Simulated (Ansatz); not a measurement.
# Stack of Ti2CO2 MXene under W2CCl2 MXene, shifted by a third of the diagonal in a perpendicular field, part 3 of 4

Wanted: the out-of-plane response of the stack of Ti2CO2 MXene under W2CCl2 MXene, shifted by a third of the diagonal. A positive field points along +c.

Ansatz 0.2.0; plane-wave DFT, PBE-D4, Ansatz PAW (the session's first sound run).

So far. Step 8 (Single point, field 0.35 V/Å): The dipole is 0.289 e·Å, 0.234 e·Å from its value without field. Step 9 (Response, atoms held): The induced dipole is that of a conductor 15.27 Å thick.

## (10) Field on, atoms free, field 0.1 V/Å

This step: plane-wave DFT, PBE-D4, Ansatz PAW (Ansatz 0.2.0).

Now the atoms may follow the field. A weak field makes forces of meV/Å to tens of meV/Å, so the force tolerance is set well below the usual one.

input.yaml reads:

```yaml
crystal:
  lattice:
    - [3.0275958596, 0.0, 0.0]
    - [-1.5137979298, 2.6219749268, 0.0]
    - [0.0, 0.0, 31.8421423841]
  atoms:
    - { symbol: O, position: [0.3333333333, 0.6666666667, 0.2826442986] }
    - { symbol: Ti, position: [0.6666666667, 0.3333333333, 0.3109819217] }
    - { symbol: C, position: [0.0, 0.0, 0.3518934131] }
    - { symbol: Ti, position: [0.3333333333, 0.6666666667, 0.3923965287] }
    - { symbol: O, position: [0.6666666667, 0.3333333333, 0.4213074325] }
    - { symbol: Cl, position: [0.6666666667, 0.3333333333, 0.5196905052] }
    - { symbol: W, position: [0.0, 0.0, 0.5793973842] }
    - { symbol: C, position: [0.3333333333, 0.6666666667, 0.6183875347] }
    - { symbol: W, position: [0.6666666667, 0.3333333333, 0.6571501901] }
    - { symbol: Cl, position: [0.0, 0.0, 0.7173557014] }
kpoints:
  mp_grid: { grid: [12, 12, 1] }
hamiltonian:
  xc: pbe
  dispersion: d4
scf:
  occupations: { method: fermi_dirac, width: 0.02585 }
  convergence: { dr2_threshold: 1.0e-10 }
efield:
  axis: 3
  dipole_correction: true
  ramp_position: 0.9598
  ramp_width: 0.0905
  amplitude: 0.1
relax:
  f_tol: 0.001
  max_steps: 60
output:
  write_potential: true
  write_density: true
  volumetric_format: npy
```

Launch:

```bash
$ ansatz run input.yaml --threads 4 --pin off --max-ram 12288MiB --backend cpu --events-out ev --progress --plain --runs-dir out
```

Numbers of over 12 decimals in the logs are rounded to 6 here.

What it wrote:

```text
[...]
Crystal: 10 atoms, lattice volume = 252.772 Å³
Basis set: ecut = 420 eV, 4871 PW (Γ), exchange–correlation on 48×48×432 points (8 copies of the dense FFT grid, shifted against one another)
Bands: 53, of which v1, the nominal top of the filled ones, is band 43 counted from 1 (42 counted from 0)
Symmetry: 6 space group operations
[...]
k-points: 19 of 144 (time reversal used)
[...]
SCF iter   1: F=—  HF=-29585.465855 eV  |F-HF|=—  |Δ(HF+E_count)|=         —  Δρ=1.10e-1  dr2=2.77e2  ethr=3.10e-3  p=0.070 e·Å  D=4.99e-2 V/Å  ΔV_dip=-1.59 eV  dr2_dipole=1.33e2  V_vac-E_F(+/−)=7.29/6.05 eV  ⟨swp⟩=8.8  Hψ=4816  notcnv=0
[...]
SCF iter  19: F=-29572.736485 eV  HF=-29572.736485 eV  |F-HF|=8.37e-11  |Δ(HF+E_count)|=   1.65e-9  Δρ=1.23e-7  dr2=5.77e-11  ethr=1.00e-12  p=0.121 e·Å  D=8.64e-2 V/Å  ΔV_dip=-2.75 eV  dr2_dipole=4.62e-13  V_vac-E_F(+/−)=4.91/4.83 eV  ⟨swp⟩=7.6  Hψ=6607  notcnv=0
SCF 1 converged in 19 iterations: F = -29572.736485 eV  dr2 = 5.77e-11
[...]
relax step   1: F+E_penalty+E_count = -29572.73648492 eV  Δ(F+E_penalty+E_count) = +0.000e0 eV  max|allowed force component| = 9.539e-2 eV/Å  Δτ_max = 0.0000 Å  (19 SCF iters, accepted)
[...]
SCF iter  10: F=-29572.736891 eV  HF=-29572.736891 eV  |F-HF|=1.60e-10  |Δ(HF+E_count)|=  3.64e-10  Δρ=5.81e-8  dr2=1.26e-11  ethr=1.00e-12  p=0.122 e·Å  D=8.75e-2 V/Å  ΔV_dip=-2.79 eV  dr2_dipole=2.82e-12  V_vac-E_F(+/−)=4.89/4.85 eV  ⟨swp⟩=8.3  Hψ=5953  notcnv=0
SCF 2 converged in 10 iterations: F = -29572.736891 eV  dr2 = 1.26e-11
relax step   2: F+E_penalty+E_count = -29572.73689109 eV  Δ(F+E_penalty+E_count) = -4.062e-4 eV  max|allowed force component| = 1.415e-2 eV/Å  Δτ_max = 0.0075 Å  (10 SCF iters, accepted)
SCF iter   1: F=—  HF=-29572.736751 eV  |F-HF|=—  |Δ(HF+E_count)|=         —  Δρ=1.32e-4  dr2=2.35e-4  ethr=5.60e-6  p=0.122 e·Å  D=8.75e-2 V/Å  ΔV_dip=-2.79 eV  dr2_dipole=3.07e-5  V_vac-E_F(+/−)=4.89/4.85 eV  ⟨swp⟩=1.4  Hψ=1327  notcnv=0  defer=41
[...]
SCF iter   9: F=-29572.736903 eV  HF=-29572.736903 eV  |F-HF|=1.09e-11  |Δ(HF+E_count)|=   2.11e-9  Δρ=7.78e-8  dr2=3.99e-11  ethr=1.00e-12  p=0.123 e·Å  D=8.78e-2 V/Å  ΔV_dip=-2.80 eV  dr2_dipole=3.99e-12  V_vac-E_F(+/−)=4.89/4.85 eV  ⟨swp⟩=8.9  Hψ=6200  notcnv=0
SCF 3 converged in 9 iterations: F = -29572.736903 eV  dr2 = 3.99e-11
relax step   3: F+E_penalty+E_count = -29572.73690306 eV  Δ(F+E_penalty+E_count) = -1.197e-5 eV  max|allowed force component| = 7.288e-3 eV/Å  Δτ_max = 0.0029 Å  (9 SCF iters, accepted)
[...]
relax step   4: F+E_penalty+E_count = -29572.73690677 eV  Δ(F+E_penalty+E_count) = -3.714e-6 eV  max|allowed force component| = 1.318e-3 eV/Å  Δτ_max = 0.0014 Å  (9 SCF iters, accepted)
SCF iter   1: F=—  HF=-29572.736750 eV  |F-HF|=—  |Δ(HF+E_count)|=         —  Δρ=1.57e-5  dr2=1.97e-6  ethr=2.94e-8  p=0.123 e·Å  D=8.78e-2 V/Å  ΔV_dip=-2.79 eV  dr2_dipole=3.83e-8  V_vac-E_F(+/−)=4.89/4.85 eV  ⟨swp⟩=2.0  Hψ=1690  notcnv=0  defer=41
[...]
SCF iter   7: F=-29572.736907 eV  HF=-29572.736907 eV  |F-HF|=7.28e-12  |Δ(HF+E_count)|=  1.46e-10  Δρ=6.78e-8  dr2=2.34e-11  ethr=1.00e-12  p=0.123 e·Å  D=8.78e-2 V/Å  ΔV_dip=-2.80 eV  dr2_dipole=9.03e-14  V_vac-E_F(+/−)=4.89/4.85 eV  ⟨swp⟩=8.4  Hψ=5795  notcnv=0
SCF 5 converged in 7 iterations: F = -29572.736907 eV  dr2 = 2.34e-11
relax step   5: F+E_penalty+E_count = -29572.73690687 eV  Δ(F+E_penalty+E_count) = -9.931e-8 eV  max|allowed force component| = 8.527e-4 eV/Å  Δτ_max = 0.0002 Å  (7 SCF iters, accepted)
[...]
the band table was solved once a step of the walk had ended and its energy, with any forces and stress, was formed, with the checks that follow a solve (5251 applications of the Hamiltonian). They found nothing against the state; the energy, forces and stress were not computed again (output.eigenvalues in the input reference)
[...]
SCF converged after 7 iterations
Free energy (F): -29572.736907 eV
[...]
Internal energy: -29572.728378 eV  (E = F + TS)
E sigma→0 (E₀):  -29572.732643 eV
Entropy (-TS):   -0.008528 eV (-0.853 meV/atom)
Fermi energy:    4.527450 eV
Dipole field:    D = 0.087782 V/Å  (p = 0.122624 e·Å, saw-weighted, corrected)
Work function:   not extracted (applied field tilts the vacuum); planar V_es + V_field profile in the machine report
[...]
--- Forces (eV/Å), atoms counted from 1 ---
  atom   1  O      0.00000000     0.00000000    -0.00015645
  atom   2  Ti     0.00000000     0.00000000    -0.00014224
  atom   3  C      0.00000000     0.00000000    -0.00011094
  atom   4  Ti     0.00000000    -0.00000000     0.00043461
  atom   5  O      0.00000000    -0.00000000    -0.00004081
  atom   6  Cl     0.00000000    -0.00000000    -0.00003641
  atom   7  W     -0.00000000    -0.00000000     0.00055006
  atom   8  C      0.00000000    -0.00000000    -0.00085302
  atom   9  W      0.00000000     0.00000000     0.00046281
  atom  10  Cl    -0.00000000     0.00000000    -0.00011129
  max |Σ_I F_I| component: 3.69e-6 eV/Å
--- Band table (eV; the first three rows and the last of 19) ---
  k-point 0: bands = [... 39 lower, 2.8272, 3.1270, 4.1913, 4.1913, 4.8396, 4.8396, 4.8801, 4.8801, ... 6 higher]
  k-point 1: bands = [... 39 lower, 3.0513, 3.2357, 3.4605, 3.7347, 4.5671, 4.8188, 5.0113, 5.0712, ... 6 higher]
  k-point 2: bands = [... 39 lower, 2.6477, 3.1719, 3.2520, 3.5257, 4.2301, 4.8934, 4.9228, 4.9835, ... 6 higher]
  k-point 18: bands = [... 39 lower, 1.4336, 3.0410, 4.1232, 4.1686, 4.4093, 5.4160, 5.8145, 5.8180, ... 6 higher]
--- Relaxed structure (5 steps of the walk, 5 accepted, 0 SCFs on fresh bases) ---
  F+E_penalty+E_count = -29572.73690687 eV   max|allowed force component| = 8.527e-4 eV/Å
  atoms:
    - { symbol: O, position: [0.333333, 0.666667, 0.282519] }
    - { symbol: Ti, position: [0.666667, 0.333333, 0.310938] }
    - { symbol: C, position: [-1.7923623371736002e-17, -2.2204460492583916e-17, 0.351811] }
    - { symbol: Ti, position: [0.333333, 0.666667, 0.392332] }
    - { symbol: O, position: [0.666667, 0.333333, 0.421240] }
    - { symbol: Cl, position: [0.666667, 0.333333, 0.519690] }
    - { symbol: W, position: [-1.785891628415104e-17, -2.2204460492583898e-17, 0.579348] }
    - { symbol: C, position: [0.333333, 0.666667, 0.618466] }
    - { symbol: W, position: [0.666667, 0.333333, 0.657379] }
    - { symbol: Cl, position: [-1.7520992306427397e-17, -2.2204460492583892e-17, 0.717480] }
```

Wall time 18 s (4 threads of Intel Xeon 6975P-C (Granite Rapids), shared host); peak memory 0.8 GiB.

Relaxation path:

```tsv
step	energy less that of the first step (eV)	largest force component (eV/Å)
1	0.0000	0.0954
2	-0.0004	0.0142
3	-0.0004	0.0073
4	-0.0004	0.0013
5	-0.0004	0.0009
```

The run keeps the 6 symmetry operations that it works with, so distortions that break them were not tested.

Final coordinates:

```xyz
10
Lattice="3.0276 0.0000 0.0000 -1.5138 2.6220 0.0000 0.0000 0.0000 31.8421" Properties=species:S:1:pos:R:3
O     0.0000    1.7480    8.9960
Ti    1.5138    0.8740    9.9009
C     0.0000    0.0000   11.2024
Ti    0.0000    1.7480   12.4927
O     1.5138    0.8740   13.4132
Cl    1.5138    0.8740   16.5481
W     0.0000    0.0000   18.4477
C     0.0000    1.7480   19.6933
W     1.5138    0.8740   20.9323
Cl    0.0000    0.0000   22.8461
```

This step gave:

| Item | Value |
| --- | --- |
| energy at zero smearing | -29572.7326 eV |
| dipole along the normal | 0.1226 e·Å |

The relaxation took 5 steps and lowered the energy by 4.2e-4 eV; the largest force on the free atoms ends at 8.5e-4 eV/Å.

The dipole is 0.123 e·Å, 0.0677 e·Å from its value without field.

## (11) Field on, atoms free, field -0.1 V/Å

The opposite sign, again from the field-free geometry; the difference of the two cancels what relaxes without a field.

Edit input.yaml of step 10 so:

```diff
@@ -29,3 +29,3 @@
   ramp_width: 0.0905
-  amplitude: 0.1
+  amplitude: -0.1
 relax:
```

What it wrote:

```text
[...]
Crystal: 10 atoms, lattice volume = 252.772 Å³
Basis set: ecut = 420 eV, 4871 PW (Γ), exchange–correlation on 48×48×432 points (8 copies of the dense FFT grid, shifted against one another)
Bands: 53, of which v1, the nominal top of the filled ones, is band 43 counted from 1 (42 counted from 0)
Symmetry: 6 space group operations
[...]
- { symbol: Ti, position: [0.666667, 0.333333, 0.310846] }
[...]
- { symbol: Ti, position: [0.333333, 0.666667, 0.392298] }
    - { symbol: O, position: [0.666667, 0.333333, 0.421185] }
    - { symbol: Cl, position: [0.666667, 0.333333, 0.519699] }
    - { symbol: W, position: [-1.781760213086725e-17, -2.220446049258392e-17, 0.579370] }
    - { symbol: C, position: [0.333333, 0.666667, 0.618487] }
    - { symbol: W, position: [0.666667, 0.333333, 0.657362] }
[...]
[key lines of the parts left out:]
SCF converged after 6 iterations
Free energy (F): -29572.726083 eV
Fermi energy:    4.533326 eV
Dipole field:    D = -0.010310 V/Å  (p = -0.014402 e·Å, saw-weighted, corrected)
```

Wall time 18 s (4 threads); peak memory 0.81 GiB; 68 s of CPU time.

Relaxation path:

```tsv
step	energy less that of the first step (eV)	largest force component (eV/Å)
1	0.0000	0.0689
2	-0.0003	0.0133
3	-0.0003	0.0033
4	-0.0003	0.0011
5	-0.0003	0.0008
```

Forces are held to the 6 operations that the run works with; a distortion that breaks them can't arise in this run.

Numbers from this step:

```
energy at zero smearing : -29572.7219 eV
dipole along the normal : -0.01440 e·Å
```

The relaxation took 5 steps and lowered the energy by 3.2e-4 eV; the largest force on the free atoms ends at 7.6e-4 eV/Å.

The dipole is -0.0144 e·Å, -0.0693 e·Å from its value without field.

## (12) Response, atoms relaxed

This step: plane-wave DFT, PBE-D4, Ansatz PAW; response to a field along the normal, atoms relaxed (Ansatz 0.2.0).

The same analysis on the two relaxed runs holds the ionic part too; their mesh is coarser, so small differences from the held value can come from that.

Numbers from this step:

```yaml
equivalent_conductor_thickness_p_eps_0ae: 15.62 Å
distance_between_the_outer_atoms: 13.85 Å
```

Dipole of the cell against applied field:

```tsv
applied field (V/Å)	dipole of the cell (e·Å)
-0.1000	-0.0144
0.1000	0.123
```

Local field over the applied field, running mean. From the potentials at -0.1 and 0.1 V/Å; running mean over 2.5 Å. The local field over applied field by z:

```tsv
z (Å)	local field over applied field
4.5	1.000
5.0	0.999
5.5	0.998
6.0	0.992
6.5	0.972
7.0	0.894
7.5	0.777
8.0	0.749
8.5	0.464
9.0	0.159
9.5	0.0361
10.0	0.00516
10.5	-0.133
11.0	-0.0421
11.5	0.0807
12.0	0.0604
12.5	-0.0327
13.0	-0.0245
13.5	-0.0160
14.0	-0.0194
14.5	-0.00926
15.0	0.0284
15.5	-0.00172
16.0	-0.0138
16.5	-0.0359
17.0	-0.00725
17.5	0.0300
18.0	0.0112
18.5	0.0230
19.0	0.0681
19.5	0.0168
20.0	-0.0489
20.5	-0.0522
21.0	-0.126
21.5	-0.0602
22.0	0.122
22.5	0.177
23.0	0.265
23.5	0.492
24.0	0.596
24.5	0.643
25.0	0.818
25.5	0.942
26.0	0.980
26.5	0.993
27.0	0.998
27.5	0.999
```

The induced electron density oscillates, so the rows of the table below give means over windows of 1 Å about each position, cut where the curve ends. Its maxima inside the range that stand out by 2 % of the span (Å: e/Å³ per V/Å): 8.6: 0.0173, 10.3: 0.0320, 12.8: 0.00366, 13.7: 0.0132, 18.0: 0.00626, 19.5: -6.6e-4, 22.3: 0.0129. Its minima: 9.4: -0.0474, 12.1: -0.0118, 13.1: -0.00323, 17.1: -3.7e-4, 18.9: -0.00494, 20.3: -0.00711, 23.4: -0.0151.

Electrons, planar mean, per unit field. The induced electron density by z; means over each step:

```tsv
z (Å)	induced electron density (e/Å³ per V/Å)
5	2.7e-6
6	3.8e-5
7	4.8e-4
8	0.00598
9	-0.00984
10	0.00170
11	0.00507
12	-0.00596
13	5.6e-4
14	0.00735
15	4.4e-4
16	5.6e-4
17	9.0e-5
18	0.00360
19	-0.00276
20	-0.00389
21	2.8e-4
22	0.00973
23	-0.00471
24	-0.00771
25	-9.0e-4
26	-1.0e-4
27	-1.2e-5
```

The induced dipole is that of a conductor 15.62 Å thick.

[end of part 3 of 4]

[Logs are printed without paths, hosts, clocks, repeated set-up lines and the standing remarks that a program may print on its own settings, such as how far it seeks lower states.]

[Hosts, paths, dates, database ids (printed as entryN), source tags and the programs' standing remarks are cut or masked in the printed files.]

[Maps of the electrostatic potential energy from Ansatz leave out the sawtooth potential of an applied field or a dipole correction, so their vacuum need not be flat; planar profiles and work functions include it.]
